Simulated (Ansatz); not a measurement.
Runs of Ansatz 0.2.0 on BaZrO3. Symmetry: Pm-3m, No. 221, cubic system. The conventional cell has a = 4.191 Å, b = 4.191 Å, c = 4.191 Å, α = 90.00°, β = 90.00°, γ = 90.00°. Ba (site symmetry m-3m) has 12 O at 2.96 Å as nearest neighbours. Around Zr (site symmetry m-3m) lie 6 O at 2.10 Å. O (site symmetry 4/mmm) is surrounded by 2 Zr at 2.10 Å. 

| cell | target pressure (GPa) | gap on the mesh (eV) | pressure (GPa) |
| --- | --- | --- | --- |
| relaxed to 10 GPa | 10 | 3.32 | 10.0 |
| relaxed to 5 GPa | 5 | 3.25 | 5.0 |
| relaxed to 30 GPa | 30 | (a) | 30.0 |
| relaxed | 0 | 3.18 | 0.0 |
| relaxed to 2 GPa | 2 | (b) | 2.0 |

Alike in all rows: task relaxation of cell and atoms; level PBE; potentials or basis Ansatz PAW; no spin polarisation; k mesh 6 × 6 × 6; cutoff (eV) 420; smearing fermi-dirac 0.05 eV.

Question: Fill in the values left out.

Answer: (a) 3.49; (b) 3.21.

Caveats: the plane-wave basis is chosen anew once the cell has moved, so the energies of steps on either side of that aren't comparable; spin-orbit coupling is left out, which moves the levels of the heavy elements.

A k mesh can miss the band edges, and the runs leave out spin-orbit coupling on Ba, Zr.
